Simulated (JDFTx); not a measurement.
# GaSb (F-43m) in JDFTx: reference runs

Reference runs on GaSb: the cell as given.

Program: JDFTx 1.7.0 (patched build). These are calculated values, not measurements. Logs are shortened: lines on timing, memory, paths and dates and some standing lists are left out, and cuts for length are marked. The log counts tension as positive stress, the text compression.

**Measured values to compare with.**

A printed reference work, data compilation reports, for a bulk crystal of GaSb at 4.2 K: band gap 0.811 eV (direct).

How close the calculation comes is told below.

### 1 The structure

Symmetry: F-43m, No. 216, cubic system. The conventional cell has a = 6.118 Å, b = 6.118 Å, c = 6.118 Å, α = 90.00°, β = 90.00°, γ = 90.00°. Around Sb (site symmetry -43m) lie 4 Ga at 2.65 Å. Ga (site symmetry -43m) has 4 Sb at 2.65 Å as nearest neighbours.

### 2 Single point, PBEsol

Contents of GaSb.in:

```
lattice \
    0.0000000000     5.7806722152     5.7806722152 \
    5.7806722152     0.0000000000     5.7806722152 \
    5.7806722152     5.7806722152     0.0000000000
coords-type Lattice
ion Sb     0.7500000000     0.7500000000     0.7500000000 1
ion Ga     0.0000000000     0.0000000000     0.0000000000 1

ion-species pseudo/Sb.upf
ion-species pseudo/Ga.upf
elec-cutoff 40 320
elec-ex-corr gga-PBEsol
kpoint-folding 8 8 8
elec-smearing Fermi 0.0018374661
elec-n-bands 21
electronic-SCF nIterations 100 energyDiffThreshold 1e-09
electronic-minimize nIterations 30 energyDiffThreshold 1e-7
converge-empty-states yes
forces-output-coords Cartesian

dump-name run.$VAR
dump End Ecomponents EigStats BandEigs Kpoints Forces Stress ElecDensity Dtot KEdensity
```

Potentials or basis: PseudoDojo-SR-PBEsol-0.4.1-standard with smoothed tails.

On the command line:

```
jdftx -c 1 -i GaSb.in -o GaSb.out
```

Standard output:

```text
*************** JDFTx 1.7.0 (patched build) ***************

Input parsed successfully to the following command list (including defaults):
[... the input with its defaults ...]

---------- Setting up symmetries ----------

Found 48 point-group symmetries of the bravais lattice
Found 24 space-group symmetries with basis
Applied RMS atom displacement 0 bohrs to make symmetries exact.

---------- Initializing the Grid ----------
R =
[            0      5.78067      5.78067  ]
[      5.78067            0      5.78067  ]
[      5.78067      5.78067            0  ]
unit cell volume = 386.336
G =
[  -0.543465   0.543465   0.543465  ]
[   0.543465  -0.543465   0.543465  ]
[   0.543465   0.543465  -0.543465  ]
Minimum fftbox size, Smin = [  68  68  68  ]
Chosen fftbox size, S = [  70  70  70  ]

---------- Initializing tighter grid for wavefunction operations ----------
R =
[            0      5.78067      5.78067  ]
[      5.78067            0      5.78067  ]
[      5.78067      5.78067            0  ]
unit cell volume = 386.336
G =
[  -0.543465   0.543465   0.543465  ]
[   0.543465  -0.543465   0.543465  ]
[   0.543465   0.543465  -0.543465  ]
Minimum fftbox size, Smin = [  48  48  48  ]
Chosen fftbox size, S = [  48  48  48  ]

---------- Exchange Correlation functional ----------
Initalized PBEsol GGA exchange.
Initalized PBEsol GGA correlation.

---------- Setting up pseudopotentials ----------
Width of ionic core gaussian charges (only for fluid interactions / plotting) set to 0

Reading pseudopotential file 'pseudo/Sb.upf':
  'Sb' pseudopotential, 'PBESOL' functional
  Generated using ONCVPSP code by D. R. Hamann
  15 valence electrons, 3 orbitals, 6 projectors, 1001 radial grid points, with lMax = 2
    4D    l: 2   occupation: 10.0   eigenvalue: -1.229265
    5S    l: 0   occupation:  2.0   eigenvalue: -0.473197
    5P    l: 1   occupation:  3.0   eigenvalue: -0.178030
  Core radius for overlap checks: 2.05 bohrs.

Reading pseudopotential file 'pseudo/Ga.upf':
  'Ga' pseudopotential, 'PBESOL' functional
  Generated using ONCVPSP code by D. R. Hamann
  13 valence electrons, 3 orbitals, 6 projectors, 1001 radial grid points, with lMax = 2
    3D    l: 2   occupation: 10.0   eigenvalue: -0.704192
    4S    l: 0   occupation:  2.0   eigenvalue: -0.329374
    4P    l: 1   occupation:  1.0   eigenvalue: -0.094479
  Core radius for overlap checks: 1.84 bohrs.

Initialized 2 species with 2 total atoms.

Folded 1 k-points by 8x8x8 to 512 k-points.

---------- Setting up k-points, bands, fillings ----------
Adding inversion symmetry to k-mesh for non-inversion-symmetric unit cell.
Reduced to 29 k-points under symmetry.
Computing the number of bands and number of electrons
Calculating initial fillings.
nElectrons:  28.000000   nBands: 21   nStates: 29

----- Setting up reduced wavefunction bases (one per k-point) -----
average nbasis = 4667.889 , ideal nbasis = 4668.195

---------- Setting up ewald sum ----------
Optimum gaussian width for ewald sums = 2.625481 bohr.
Real space sum over 1331 unit cells with max indices [  5  5  5  ]
Reciprocal space sum over 2197 terms with max indices [  6  6  6  ]

---------- Allocating electronic variables ----------
Initializing wave functions:  linear combination of atomic orbitals
Note: number of bands (21) exceeds available atomic orbitals (18)
Sb pseudo-atom occupations:   s ( 2 )  p ( 3 )  d ( 10 )
Ga pseudo-atom occupations:   s ( 2 )  p ( 1 )  d ( 10 )
	FillingsUpdate:  mu: +0.304933973  nElectrons: 28.000000
LCAOMinimize: Iter:   0  F: -147.4627390819708808  |grad|_K:  4.676e-04  alpha:  1.000e+00
	FillingsUpdate:  mu: +0.303447460  nElectrons: 28.000000
LCAOMinimize: Iter:   1  F: -147.4634560185536145  |grad|_K:  3.565e-05  alpha:  5.111e-01  linmin: -3.367e-03  cgtest:  2.280e-02
	FillingsUpdate:  mu: +0.303651706  nElectrons: 28.000000
LCAOMinimize: Iter:   2  F: -147.4634631954513111  |grad|_K:  2.037e-06  alpha:  8.794e-01  linmin: -1.319e-02  cgtest:  1.086e-01
LCAOMinimize: Encountered beta<0, resetting CG.
	FillingsUpdate:  mu: +0.303642505  nElectrons: 28.000000
LCAOMinimize: Iter:   3  F: -147.4634632160993419  |grad|_K:  6.810e-07  alpha:  7.781e-01  linmin:  5.058e-06  cgtest:  4.163e-05
	FillingsUpdate:  mu: +0.303643703  nElectrons: 28.000000
LCAOMinimize: Iter:   4  F: -147.4634632179907783  |grad|_K:  2.974e-08  alpha:  6.375e-01  linmin:  2.528e-03  cgtest: -2.061e-02
LCAOMinimize: Converged (|Delta F|<1.000000e-06 for 2 iters).

-------- Electronic minimization -----------
Will mix electronic density at each iteration.
	FillingsUpdate:  mu: +0.303643703  nElectrons: 28.000000
	FillingsUpdate:  mu: +0.295108925  nElectrons: 28.000000
SCF: Cycle:  0   F: -147.498913965645045   dF: -3.545e-02   |Residual|: 4.205e-02   |deigs|: 1.304e-01
	FillingsUpdate:  mu: +0.297616693  nElectrons: 28.000000
SCF: Cycle:  1   F: -147.499647726763499   dF: -7.338e-04   |Residual|: 2.317e-02   |deigs|: 5.565e-03
	FillingsUpdate:  mu: +0.301518372  nElectrons: 28.000000
SCF: Cycle:  2   F: -147.499833125955405   dF: -1.854e-04   |Residual|: 3.943e-03   |deigs|: 3.720e-03
	FillingsUpdate:  mu: +0.302118654  nElectrons: 28.000000
SCF: Cycle:  3   F: -147.499842672553967   dF: -9.547e-06   |Residual|: 1.370e-03   |deigs|: 1.230e-03
	FillingsUpdate:  mu: +0.302483266  nElectrons: 28.000000
SCF: Cycle:  4   F: -147.499844308627473   dF: -1.636e-06   |Residual|: 6.325e-04   |deigs|: 4.506e-04
	FillingsUpdate:  mu: +0.302506764  nElectrons: 28.000000
SCF: Cycle:  5   F: -147.499844597207073   dF: -2.886e-07   |Residual|: 1.396e-04   |deigs|: 1.278e-04
	FillingsUpdate:  mu: +0.302541294  nElectrons: 28.000000
SCF: Cycle:  6   F: -147.499844682103458   dF: -8.490e-08   |Residual|: 4.623e-05   |deigs|: 9.665e-05
	FillingsUpdate:  mu: +0.302543336  nElectrons: 28.000000
SCF: Cycle:  7   F: -147.499844705449988   dF: -2.335e-08   |Residual|: 1.267e-05   |deigs|: 4.604e-05
	FillingsUpdate:  mu: +0.302541777  nElectrons: 28.000000
SCF: Cycle:  8   F: -147.499844713058195   dF: -7.608e-09   |Residual|: 1.004e-05   |deigs|: 4.248e-05
	FillingsUpdate:  mu: +0.302540448  nElectrons: 28.000000
SCF: Cycle:  9   F: -147.499844715904374   dF: -2.846e-09   |Residual|: 5.507e-06   |deigs|: 3.871e-05
	FillingsUpdate:  mu: +0.302541353  nElectrons: 28.000000
SCF: Cycle: 10   F: -147.499844716895751   dF: -9.914e-10   |Residual|: 4.002e-06   |deigs|: 2.891e-05
	FillingsUpdate:  mu: +0.302541338  nElectrons: 28.000000
SCF: Cycle: 11   F: -147.499844717357092   dF: -4.613e-10   |Residual|: 9.779e-07   |deigs|: 3.341e-05
SCF: Converged (|Delta E|<1.000000e-09 for 2 iters).

Setting wave functions to eigenvectors of Hamiltonian
Converging empty states (this may take a while):
EmptyStates: None of the convergence criteria satisfied.
|deigs|: 1.501e-04

# Stress tensor in Cartesian coordinates [Eh/a0^3]:
[  5.24419e-06            0            0  ]
[            0  5.24419e-06            0  ]
[            0            0  5.24419e-06  ]

# Ionic positions in lattice coordinates:
ion Sb   0.750000000000000   0.750000000000000   0.750000000000000 1
ion Ga   0.000000000000000   0.000000000000000   0.000000000000000 1

# Forces in Cartesian coordinates:
force Sb  -0.000000000000000   0.000000000000000  -0.000000000000000 1
force Ga   0.000000000000000  -0.000000000000000   0.000000000000000 1

# Energy components:
   Eewald =      -91.6498378830169855
       EH =       50.4208468365602300
     Eloc =     -141.2669268559101283
      Enl =      -57.1648004805291592
      Exc =      -43.2098737332536231
 Exc_core =       19.6433504222062716
       KE =      115.7274158995963802
-------------------------------------
     Etot =     -147.4998257943470321
       TS =        0.0000189230100546
-------------------------------------
        F =     -147.4998447173570923

IonicMinimize: Iter:   0  F: -147.499844717357092  |grad|_K:        nan
IonicMinimize: None of the convergence criteria satisfied after 0 iterations.

#--- Lowdin population analysis ---
# oxidation-state Sb +0.295
# oxidation-state Ga -0.259

Dumping 'run.eigStats' ...
	eMin: -0.756346 at state 20 ( [ +0.000000 +0.500000 +0.500000 ] spin 0 )
	HOMO: +0.300641 at state 0 ( [ +0.000000 +0.000000 +0.000000 ] spin 0 )
	mu  : +0.302541
	LUMO: +0.313433 at state 4 ( [ +0.000000 +0.000000 +0.500000 ] spin 0 )
	eMax: +0.747476 at state 19 ( [ +0.000000 +0.375000 -0.375000 ] spin 0 )
	HOMO-LUMO gap: +0.012792
	Optical gap  : +0.045920 at state 1 ( [ +0.000000 +0.000000 +0.125000 ] spin 0 )
WARNING: the last solve of the electrons (or of bands or displaced states from it) ended unconverged.
Done!
[note: the HOMO, LUMO and gaps printed at the end count levels as full or empty at half filling, so they show a gap where a level is partly filled]
```

It took 4.7 min on 1 thread of Arm Neoverse N1, shared host; peak memory 0.19 GiB.

Results:

* Free energy: -4013.6752 eV
* Pressure: -0.2 GPa
* Band gap on the k mesh: none (metal or under the smearing width)
* Loewdin charges: Sb +0.29; Ga -0.26 e

Caveat: the empty levels aren't tightly converged; this crystal is a semiconductor, whose small gap the functional closes, so the metal is an error of the method.

### 3 Comparison with measurements

Step 2. Against the measured gap of GaSb, 0.811 eV (direct; 4.2 K; a printed reference work, data compilation), the calculated 0.00 eV is off by -0.81 eV. Spin-orbit coupling on Ga, Sb is left out. The value is that of PBEsol on a finite k mesh, which can miss the band edges, without temperature or zero-point motion. Semilocal functionals fall short of measured gaps as a rule.
